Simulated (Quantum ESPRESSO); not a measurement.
# SiC (Moissanite 6H) (P6_3mc) in Quantum ESPRESSO: further runs

Runs on SiC (Moissanite 6H). Level: LDA. Tasks: single point, equation of state.

All numbers are computed with Quantum ESPRESSO 7.5; they aren't measurements. Logs are shortened: lines on timing, memory, paths and dates and some standing lists are left out, and cuts for length are marked.

## (1) Starting point

It takes space group P6_3mc (No. 186, hexagonal). Conventional cell: a = 3.095 Å, b = 3.095 Å, c = 15.170 Å, α = 90.00°, β = 90.00°, γ = 120.00°. Si (site symmetry 3m) is surrounded by 4 C at 1.90 Å. Si (site symmetry 3m) has 4 C at 1.90 Å as nearest neighbours. Si (site symmetry 3m) has 4 C at 1.90 Å as nearest neighbours. C (site symmetry 3m) has 4 Si at 1.90 Å as nearest neighbours. C (site symmetry 3m) is surrounded by 4 Si at 1.90 Å. Around C (site symmetry 3m) lie 4 Si at 1.90 Å.

## (2) Single point, LDA, 9.86 Å³/atom

Contents of pw.in:

```
&CONTROL
  calculation = 'scf'
  prefix = 'pwscf'
  outdir = './tmp'
  pseudo_dir = './pseudo'
  tprnfor = .true.
  tstress = .true.
  disk_io = 'nowf'
/
&SYSTEM
  ibrav = 0
  nat = 12
  ntyp = 2
  ecutwfc = 45
  ecutrho = 360
  nbnd = 33
  occupations = 'smearing'
  smearing = 'fd'
  degauss = 0.00367493
/
&ELECTRONS
  conv_thr = 2.4d-09
  electron_maxstep = 120
  mixing_beta = 0.5
/
ATOMIC_SPECIES
Si    28.0850 si_lda_v1.uspp.F.UPF
C     12.0110 c_lda_v1.2.uspp.F.UPF
CELL_PARAMETERS angstrom
   3.0318190065    0.0000000000    0.0000000000
  -1.5159095032    2.6256322793    0.0000000000
   0.0000000000    0.0000000000   14.8603212692
ATOMIC_POSITIONS crystal
Si     0.6666666667    0.3333333333    0.4583000000
Si     0.3333333333    0.6666666667    0.9583000000
Si     0.6666666667    0.3333333333    0.7917000000
Si     0.3333333333    0.6666666667    0.2917000000
Si     0.0000000000    0.0000000000    0.6250000000
Si     0.0000000000    0.0000000000    0.1250000000
C      0.6666666667    0.3333333333    0.3333000000
C      0.3333333333    0.6666666667    0.8333000000
C      0.6666666667    0.3333333333    0.6667000000
C      0.3333333333    0.6666666667    0.1667000000
C      0.0000000000    0.0000000000    0.5000000000
C      0.0000000000    0.0000000000    0.0000000000
K_POINTS automatic
10 10 2 0 0 0
```

Potentials or basis: GBRV 1.5 LDA.

Started as:

```
$ OMP_NUM_THREADS=1 mpirun -n 2 pw.x -nk 2 -in pw.in > pw.out
```

pw.out:

```text
This program is part of the open-source Quantum ESPRESSO suite
     for quantum simulation of materials; please cite
[... 6 lines left out ...]
     using ibrav=0 with symmetry is DISCOURAGED, use correct ibrav instead

     K-points division:     npool     =       2
     Subspace diagonalization in iterative solution of the eigenvalue problem:
     a serial algorithm will be used

     G-vector sticks info
     --------------------
     sticks:   dense  smooth     PW     G-vecs:    dense   smooth      PW
     Sum         817     421    121                92125    32687    5443

     Using Slab Decomposition

     bravais-lattice index     =            0
     lattice parameter (alat)  =       5.7293  a.u.
     unit-cell volume          =     798.2924 (a.u.)^3
     number of atoms/cell      =           12
     number of atomic types    =            2
     number of electrons       =        48.00
     number of Kohn-Sham states=           33
     kinetic-energy cutoff     =      45.0000  Ry
     charge density cutoff     =     360.0000  Ry
     scf convergence threshold =      2.4E-09
     mixing beta               =       0.5000
     number of iterations used =            8  plain     mixing
     Exchange-correlation= SLA  PZ   NOGX NOGC
                           (   1   1   0   0   0   0   0)

     celldm(1)=   5.729308  celldm(2)=   0.000000  celldm(3)=   0.000000
     celldm(4)=   0.000000  celldm(5)=   0.000000  celldm(6)=   0.000000

     crystal axes: (cart. coord. in units of alat)
               a(1) = (   1.000000   0.000000   0.000000 )
               a(2) = (  -0.500000   0.866025   0.000000 )
               a(3) = (   0.000000   0.000000   4.901454 )

     reciprocal axes: (cart. coord. in units 2 pi/alat)
               b(1) = (  1.000000  0.577350 -0.000000 )
               b(2) = (  0.000000  1.154701  0.000000 )
               b(3) = (  0.000000 -0.000000  0.204021 )

     PseudoPot. # 1 for Si read from file:
     si_lda_v1.uspp.F.UPF
     Pseudo is Ultrasoft + core correction, Zval =  4.0
     Generated by new atomic code, or converted to UPF format
     Using radial grid of  899 points,  6 beta functions with:
                l(1) =   0
                l(2) =   0
                l(3) =   1
                l(4) =   1
                l(5) =   2
                l(6) =   2
     Q(r) pseudized with  8 coefficients,  rinner =    0.900   0.900   0.900
                                                       0.900   0.900

     PseudoPot. # 2 for C  read from file:
     c_lda_v1.2.uspp.F.UPF
     Pseudo is Ultrasoft + core correction, Zval =  4.0
     Generated by new atomic code, or converted to UPF format
     Using radial grid of  721 points,  4 beta functions with:
                l(1) =   0
                l(2) =   0
                l(3) =   1
                l(4) =   1
     Q(r) pseudized with  8 coefficients,  rinner =    1.100   1.100   1.100

     atomic species   valence    mass     pseudopotential
     Si                4.00    28.08500     Si( 1.00)
     C                 4.00    12.01100     C ( 1.00)

     12 Sym. Ops. (no inversion) found ( 6 have fractional translation)

   Cartesian axes

     site n.     atom                  positions (alat units)
         1        Si     tau(   1) = (   0.5000000   0.2886751   2.2463363  )
         2        Si     tau(   2) = (  -0.0000000   0.5773503   4.6970633  )
         3        Si     tau(   3) = (   0.5000000   0.2886751   3.8804811  )
         4        Si     tau(   4) = (  -0.0000000   0.5773503   1.4297541  )
         5        Si     tau(   5) = (   0.0000000   0.0000000   3.0634087  )
         6        Si     tau(   6) = (   0.0000000   0.0000000   0.6126817  )
         7        C      tau(   7) = (   0.5000000   0.2886751   1.6336546  )
         8        C      tau(   8) = (  -0.0000000   0.5773503   4.0843816  )
         9        C      tau(   9) = (   0.5000000   0.2886751   3.2677994  )
        10        C      tau(  10) = (  -0.0000000   0.5773503   0.8170724  )
        11        C      tau(  11) = (   0.0000000   0.0000000   2.4507270  )
        12        C      tau(  12) = (   0.0000000   0.0000000   0.0000000  )

     number of k points=    28  Fermi-Dirac smearing, width (Ry)=  0.0037
                       cart. coord. in units 2pi/alat
        k(    1) = (   0.0000000   0.0000000   0.0000000), wk =   0.0100000
        k(    2) = (   0.0000000   0.0000000  -0.1020105), wk =   0.0100000
        k(    3) = (   0.0000000   0.1154701   0.0000000), wk =   0.0600000
        k(    4) = (   0.0000000   0.1154701  -0.1020105), wk =   0.0600000
        k(    5) = (   0.0000000   0.2309401   0.0000000), wk =   0.0600000
        k(    6) = (   0.0000000   0.2309401  -0.1020105), wk =   0.0600000
[... 20 lines left out ...]
        k(   27) = (   0.3000000   0.5196152   0.0000000), wk =   0.0600000
        k(   28) = (   0.3000000   0.5196152  -0.1020105), wk =   0.0600000

     Dense  grid:    92125 G-vectors     FFT dimensions: (  36,  36, 180)

     Smooth grid:    32687 G-vectors     FFT dimensions: (  25,  25, 120)

     Initial potential from superposition of free atoms

     starting charge      47.9962, renormalised to      48.0000
     Starting wfcs are   48 randomized atomic wfcs

     Self-consistent Calculation

     iteration #  1     ecut=    45.00 Ry     beta= 0.50
     Davidson diagonalization with overlap
     ethr =  1.00E-02,  avg # of iterations =  3.7

     total energy              =    -126.51240961 Ry
     estimated scf accuracy    <       2.86528617 Ry

     iteration #  2     ecut=    45.00 Ry     beta= 0.50
     Davidson diagonalization with overlap
     ethr =  5.97E-03,  avg # of iterations =  2.0

     total energy              =    -127.19420432 Ry
     estimated scf accuracy    <       0.10572722 Ry

     iteration #  3     ecut=    45.00 Ry     beta= 0.50
     Davidson diagonalization with overlap
     ethr =  2.20E-04,  avg # of iterations =  6.8
[... 8 lines left out ...]
     total energy              =    -127.19806433 Ry
     estimated scf accuracy    <       0.00523686 Ry

     iteration #  5     ecut=    45.00 Ry     beta= 0.50
     Davidson diagonalization with overlap
     ethr =  1.09E-05,  avg # of iterations =  3.5

     total energy              =    -127.19863358 Ry
     estimated scf accuracy    <       0.00020210 Ry

     iteration #  6     ecut=    45.00 Ry     beta= 0.50
     Davidson diagonalization with overlap
     c_bands:  1 eigenvalues not converged
     ethr =  4.21E-07,  avg # of iterations =  6.3

     total energy              =    -127.19874298 Ry
     estimated scf accuracy    <       0.00013220 Ry

     iteration #  7     ecut=    45.00 Ry     beta= 0.50
     Davidson diagonalization with overlap
     ethr =  2.75E-07,  avg # of iterations =  2.3

     total energy              =    -127.19878109 Ry
     estimated scf accuracy    <       0.00000543 Ry

     iteration #  8     ecut=    45.00 Ry     beta= 0.50
     Davidson diagonalization with overlap
     ethr =  1.13E-08,  avg # of iterations =  3.9

     total energy              =    -127.19878117 Ry
     estimated scf accuracy    <       0.00000341 Ry
[... 5 lines left out ...]
     total energy              =    -127.19878110 Ry
     estimated scf accuracy    <       0.00000056 Ry

     iteration # 10     ecut=    45.00 Ry     beta= 0.50
     Davidson diagonalization with overlap
     ethr =  1.16E-09,  avg # of iterations =  2.0

     total energy              =    -127.19878129 Ry
     estimated scf accuracy    <       0.00000002 Ry

     iteration # 11     ecut=    45.00 Ry     beta= 0.50
     Davidson diagonalization with overlap
     ethr =  5.14E-11,  avg # of iterations =  2.4

     End of self-consistent calculation

          k = 0.0000 0.0000 0.0000 (  4019 PWs)   bands (ev):

    -5.8751  -5.3352  -5.2886  -3.7221  -3.6897  -2.0621   0.9945   3.5042
     3.5393   7.4414   7.4597   8.7107   8.7107   8.8979   8.8979   9.0169
     9.0169   9.4861   9.4861   9.5795   9.5795   9.8367   9.8828   9.8828
    15.4210  15.5826  16.0151  16.5241  16.7851  16.9086  16.9496  16.9497
    17.4954

          k = 0.0000 0.0000-0.1020 (  4032 PWs)   bands (ev):

    -5.7336  -5.7336  -4.6241  -4.6241  -2.6740  -2.6740   1.8313   1.8313
     5.4766   5.4766   8.7707   8.7707   8.7707   8.7707   9.1147   9.1147
     9.2310   9.2310   9.2310   9.2310   9.7852   9.7852   9.7852   9.7852
    15.4851  15.4851  16.2391  16.2391  17.0435  17.0435  17.0435  17.0521
    17.0521

          k = 0.0000 0.1155 0.0000 (  4045 PWs)   bands (ev):
[... 49 lines left out ...]
    -3.1568  -2.7051  -2.6320  -1.4209  -1.3751  -0.4550   1.7160   1.9316
     2.3806   2.9038   3.0881   4.1016   4.3403   5.8429   6.2197   6.6820
     6.9933   7.0805   7.1256   7.9254   8.1395   8.1763   8.4803   8.8767
    12.1484  12.2987  13.3065  13.9233  14.8174  14.9939  15.4992  16.0945
    16.6935

          k = 0.0000 0.4619-0.1020 (  4080 PWs)   bands (ev):

    -3.0332  -3.0332  -2.0969  -2.0969  -0.7460  -0.7460   1.8839   1.8839
     2.3923   2.3923   3.7909   3.7909   4.8556   4.8556   6.7895   6.7895
     6.8878   6.8878   7.5859   7.5859   8.1468   8.1468   8.6643   8.6643
    12.2232  12.2232  13.5589  13.5589  14.9602  14.9602  15.8413  15.8413
    16.9869

          k = 0.0000-0.5774 0.0000 (  4120 PWs)   bands (ev):

    -2.1960  -2.0350  -1.8117  -1.2985  -1.1383  -0.6419   1.1909   1.5210
     1.8447   1.8638   2.8947   3.1153   5.0954   5.2503   6.5405   6.7332
     6.8782   6.9442   6.9885   7.5738   8.0184   8.0547   8.1610   8.7702
    11.8494  12.0514  13.0985  13.8004  14.5154  14.5981  15.5755  15.7839
    16.5877

          k = 0.0000-0.5774-0.1020 (  4092 PWs)   bands (ev):

    -2.1373  -2.1373  -1.6061  -1.6061  -0.8145  -0.8145   1.2046   1.2046
     2.2533   2.2533   2.6573   2.6573   5.5571   5.5571   6.2928   6.2928
     6.6492   6.6492   7.4555   7.4555   8.1242   8.1242   8.5529   8.5529
    11.9027  11.9027  13.3146  13.3146  14.8347  14.8347  15.4943  15.4943
    16.9333

          k = 0.1000 0.1732 0.0000 (  4064 PWs)   bands (ev):

    -5.3360  -4.8041  -4.7556  -3.2178  -3.1839  -1.6141   1.4897   3.8275
     3.8600   6.6183   6.8036   6.8288   6.9252   7.0739   7.7249   7.9894
     8.0759   8.1599   8.4061   8.6808   8.7487   9.1658   9.2971   9.6103
    15.3378  15.5241  15.6148  15.9479  15.9743  16.5396  17.0303  17.3302
    17.4576

          k = 0.1000 0.1732-0.1020 (  4056 PWs)   bands (ev):

    -5.1963  -5.1963  -4.1020  -4.1020  -2.1976  -2.1976   2.2735   2.2735
     5.5394   5.5394   6.6997   6.6997   7.3306   7.3306   7.5853   7.5853
     8.1221   8.1221   8.7737   8.7737   8.9616   8.9616   9.4008   9.4008
    15.4049  15.4049  15.7883  15.7883  16.2185  16.2185  17.0240  17.0240
    17.6842
[... 99 lines left out ...]
    -1.6127  -1.3397  -1.2448  -0.7704  -0.7274  -0.6010   2.1796   2.2519
     2.3832   2.4408   3.0822   3.1482   3.6630   3.9558   4.2780   4.7913
     5.4941   5.5323   5.7641   6.6073   6.9250   7.4207   7.6430   8.0369
    13.1290  13.6760  13.7312  14.8742  15.8292  16.3672  16.4800  17.0625
    18.0959

          k = 0.3000 0.5196-0.1020 (  4102 PWs)   bands (ev):

    -1.5287  -1.5287  -0.9890  -0.9890  -0.6314  -0.6314   2.1798   2.1798
     2.5403   2.5403   2.9175   2.9175   3.9386   3.9386   4.6529   4.6529
     5.1220   5.1220   6.4093   6.4093   7.3790   7.3790   7.6357   7.6357
    13.5146  13.5146  14.1873  14.1873  15.7204  15.7204  17.1962  17.1963
    18.5469

     the Fermi energy is    10.8542 ev

!    total energy              =    -127.19878129 Ry
     estimated scf accuracy    <          1.6E-09 Ry
     smearing contrib. (-TS)   =      -0.00000000 Ry
     internal energy E=F+TS    =    -127.19878129 Ry

     The total energy is F=E-TS. E is the sum of the following terms:
     one-electron contribution =      35.72265709 Ry
     hartree contribution      =      13.73542903 Ry
     xc contribution           =     -49.09204645 Ry
     ewald contribution        =    -127.56482096 Ry

     convergence has been achieved in  11 iterations

     Forces acting on atoms (cartesian axes, Ry/au):

     atom    1 type  1   force =     0.00000000    0.00000000    0.00236233
     atom    2 type  1   force =    -0.00000000    0.00000000    0.00236233
     atom    3 type  1   force =     0.00000000    0.00000000    0.00111537
     atom    4 type  1   force =     0.00000000    0.00000000    0.00111537
     atom    5 type  1   force =     0.00000000    0.00000000    0.00180919
     atom    6 type  1   force =     0.00000000    0.00000000    0.00180919
     atom    7 type  2   force =     0.00000000   -0.00000000   -0.00056793
     atom    8 type  2   force =     0.00000000   -0.00000000   -0.00056793
     atom    9 type  2   force =     0.00000000    0.00000000    0.00131433
     atom   10 type  2   force =     0.00000000   -0.00000000    0.00131433
     atom   11 type  2   force =     0.00000000    0.00000000   -0.00603329
     atom   12 type  2   force =     0.00000000    0.00000000   -0.00603329

     Total force =     0.009854     Total SCF correction =     0.000013

     Computing stress (Cartesian axis) and pressure

          total   stress  (Ry/bohr**3)                   (kbar)     P=       66.65
   0.00043371  -0.00000000   0.00000000           63.80       -0.00        0.00
  -0.00000000   0.00043371   0.00000000           -0.00       63.80        0.00
   0.00000000   0.00000000   0.00049171            0.00        0.00       72.33

=------------------------------------------------------------------------------=
   JOB DONE.
=------------------------------------------------------------------------------=
```

Wall time 47 s (2 MPI ranks of Arm Neoverse V2, shared host); peak memory 0.56 GiB.

What came out:

| Item | Value |
| --- | --- |
| Free energy | -1730.6276 eV |
| Pressure | 6.7 GPa |
| Largest force | 0.155 eV/Å |
| Band gap on the k mesh | 1.97 eV, indirect (least direct gap 3.08 eV) |

## (3) Single point, LDA, 10.07 Å³/atom

pw.in, as its differences from that of step 2:

```diff
@@ -29,5 +29,5 @@
 CELL_PARAMETERS angstrom
-   3.0318190065    0.0000000000    0.0000000000
-  -1.5159095032    2.6256322793    0.0000000000
-   0.0000000000    0.0000000000   14.8603212692
+   3.0531705480    0.0000000000    0.0000000000
+  -1.5265852740    2.6441232567    0.0000000000
+   0.0000000000    0.0000000000   14.9649748670
 ATOMIC_POSITIONS crystal
```

Potentials or basis: GBRV 1.5 LDA.

Started as:

```
$ OMP_NUM_THREADS=1 mpirun -n 2 pw.x -nk 2 -in pw.in > pw.out
```

Wall time 48 s (2 MPI ranks of Arm Neoverse V2, shared host); peak memory 0.56 GiB.

Results (log left out):

* Free energy: -1730.6932 eV
* Pressure: 1.5 GPa
* Largest force: 0.151 eV/Å
* Band gap on the k mesh: 1.97 eV, indirect (least direct gap 3.08 eV)

## (4) Single point, LDA, 10.28 Å³/atom

pw.in, as its differences from that of step 3:

```diff
@@ -29,5 +29,5 @@
 CELL_PARAMETERS angstrom
-   3.0531705480    0.0000000000    0.0000000000
-  -1.5265852740    2.6441232567    0.0000000000
-   0.0000000000    0.0000000000   14.9649748670
+   3.0742275620    0.0000000000    0.0000000000
+  -1.5371137810    2.6623591657    0.0000000000
+   0.0000000000    0.0000000000   15.0681848517
 ATOMIC_POSITIONS crystal
```

Started as:

```
$ OMP_NUM_THREADS=1 mpirun -n 2 pw.x -nk 2 -in pw.in > pw.out
```

Wall time 49 s (2 MPI ranks of Arm Neoverse V2, shared host); peak memory 0.58 GiB.

It converged, with:

```
Free energy            : -1730.6818 eV
Pressure               : -3.2 GPa
Largest force          : 0.148 eV/Å
Band gap on the k mesh : 1.98 eV, indirect (least direct gap 3.08 eV)
```

## (5) Single point, LDA, 10.49 Å³/atom

pw.in, as its differences from that of step 4:

```diff
@@ -29,5 +29,5 @@
 CELL_PARAMETERS angstrom
-   3.0742275620    0.0000000000    0.0000000000
-  -1.5371137810    2.6623591657    0.0000000000
-   0.0000000000    0.0000000000   15.0681848517
+   3.0950000000    0.0000000000    0.0000000000
+  -1.5475000000    2.6803486247    0.0000000000
+   0.0000000000    0.0000000000   15.1700000000
 ATOMIC_POSITIONS crystal
```

Started as:

```
$ OMP_NUM_THREADS=1 mpirun -n 2 pw.x -nk 2 -in pw.in > pw.out
```

It took 50 s on 2 MPI ranks of Arm Neoverse V2, shared host; peak memory 0.58 GiB.

It converged, with:

| Quantity | Value |
| --- | --- |
| Free energy | -1730.6006 eV |
| Pressure | -7.4 GPa |
| Largest force | 0.144 eV/Å |
| Band gap on the k mesh | 1.98 eV, indirect (least direct gap 3.08 eV) |

## (6) Single point, LDA, 10.70 Å³/atom

pw.in, as its differences from that of step 5:

```diff
@@ -29,5 +29,5 @@
 CELL_PARAMETERS angstrom
-   3.0950000000    0.0000000000    0.0000000000
-  -1.5475000000    2.6803486247    0.0000000000
-   0.0000000000    0.0000000000   15.1700000000
+   3.1154972861    0.0000000000    0.0000000000
+  -1.5577486430    2.6980997952    0.0000000000
+   0.0000000000    0.0000000000   15.2704665040
 ATOMIC_POSITIONS crystal
```

Potentials or basis: GBRV 1.5 LDA.

Started as:

```
$ OMP_NUM_THREADS=1 mpirun -n 2 pw.x -nk 2 -in pw.in > pw.out
```

It took 47 s on 2 MPI ranks of Arm Neoverse V2, shared host; peak memory 0.6 GiB.

Results (log left out):

* Free energy: -1730.4563 eV
* Pressure: -11.2 GPa
* Largest force: 0.141 eV/Å
* Band gap on the k mesh: 1.98 eV, indirect (least direct gap 3.07 eV)

## (7) Single point, LDA, 10.91 Å³/atom

pw.in, as its differences from that of step 6:

```diff
@@ -29,5 +29,5 @@
 CELL_PARAMETERS angstrom
-   3.1154972861    0.0000000000    0.0000000000
-  -1.5577486430    2.6980997952    0.0000000000
-   0.0000000000    0.0000000000   15.2704665040
+   3.1357283548    0.0000000000    0.0000000000
+  -1.5678641774    2.7156204146    0.0000000000
+   0.0000000000    0.0000000000   15.3696281560
 ATOMIC_POSITIONS crystal
```

Started as:

```
$ OMP_NUM_THREADS=1 mpirun -n 2 pw.x -nk 2 -in pw.in > pw.out
```

It took 47 s on 2 MPI ranks of Arm Neoverse V2, shared host; peak memory 0.6 GiB.

It converged, with:

```yaml
Free_energy: -1730.2550 eV
Pressure: -14.6 GPa
Largest_force: 0.138 eV/Å
Band_gap_on_the_k_mesh: 1.98 eV, indirect (least direct gap 3.07 eV)
```

## (8) Single point, LDA, 11.12 Å³/atom

pw.in, as its differences from that of step 7:

```diff
@@ -29,5 +29,5 @@
 CELL_PARAMETERS angstrom
-   3.1357283548    0.0000000000    0.0000000000
-  -1.5678641774    2.7156204146    0.0000000000
-   0.0000000000    0.0000000000   15.3696281560
+   3.1557016854    0.0000000000    0.0000000000
+  -1.5778508427    2.7329178263    0.0000000000
+   0.0000000000    0.0000000000   15.4675265161
 ATOMIC_POSITIONS crystal
```

Started as:

```
$ OMP_NUM_THREADS=1 mpirun -n 2 pw.x -nk 2 -in pw.in > pw.out
```

Wall time 48 s (2 MPI ranks of Arm Neoverse V2, shared host); peak memory 0.62 GiB.

Results (log left out):

```yaml
Free_energy: -1730.0021 eV
Pressure: -17.7 GPa
Largest_force: 0.135 eV/Å
Band_gap_on_the_k_mesh: 1.99 eV, indirect (least direct gap 3.06 eV)
```

## (9) Equation of state, LDA

Potentials or basis: GBRV 1.5 LDA.

This step only gathers the single runs of the series.

What came out:

| Quantity | Value |
| --- | --- |
| Equilibrium volume | 10.14 Å³/atom |
| Bulk modulus at fixed shape and positions | 229 GPa |
| Pressure derivative of the bulk modulus | 3.9 |

Energy against volume, from the lowest point:
| volume (Å³/atom) | energy (meV/atom) |
| --- | --- |
| 9.858 | 5.47 |
| 10.068 | 0.00 |
| 10.277 | 0.95 |
| 10.487 | 7.71 |
| 10.697 | 19.74 |
| 10.907 | 36.52 |
| 11.116 | 57.60 |

Caveat: the cell was scaled at fixed shape and fractional positions, which overstates the stiffness of a crystal with free parameters, most of all of layers and chains.
